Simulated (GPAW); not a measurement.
Crystal: FeO (Wuestite).

```
Fe O
1.0
     1.51882    0.87689    2.51958
    -1.51882    0.87689    2.51958
     0.00000   -1.75378    2.51958
Fe O
1 1
Cartesian
  0.0000 0.0000 0.0000
  0.0000 0.0000 3.7794
```

Program: GPAW 26.7.0. Alike in all runs: task band structure; spin collinear, ferromagnetic start; cell as given; k mesh 7 × 7 × 7; cutoff (eV) 800; smearing fermi-dirac 0.05 eV; the mesh is coarse, so values aren't converged.

Q: Order these runs on this cell by their pressure, lowest first.
A. level revPBE; potentials or basis the program's PAW data sets (release 1.2.1) made for this functional, pw
B. level RPBE; potentials or basis the program's PAW data sets (release 1.2.1) made for this functional, pw
C. level TPSS; potentials or basis GPAW PAW data sets (gpaw-data 1.2.1), pw; eigensolver davidson
D. level PBEsol; potentials or basis PAW data sets generated in the run's folder for this functional, pw
E. level SCAN; potentials or basis GPAW PAW data sets (gpaw-data 1.2.1), pw

A: D (-8.0 GPa), E (-6.4 GPa), C (-4.3 GPa), A (4.1 GPa), B (5.6 GPa).

Caveats: all runs use coarse meshes; a cell with one magnetic atom can't hold antiferromagnetic order, which such compounds often take; the PAW data sets were made with another functional, which shifts forces and pressure a little (some runs).
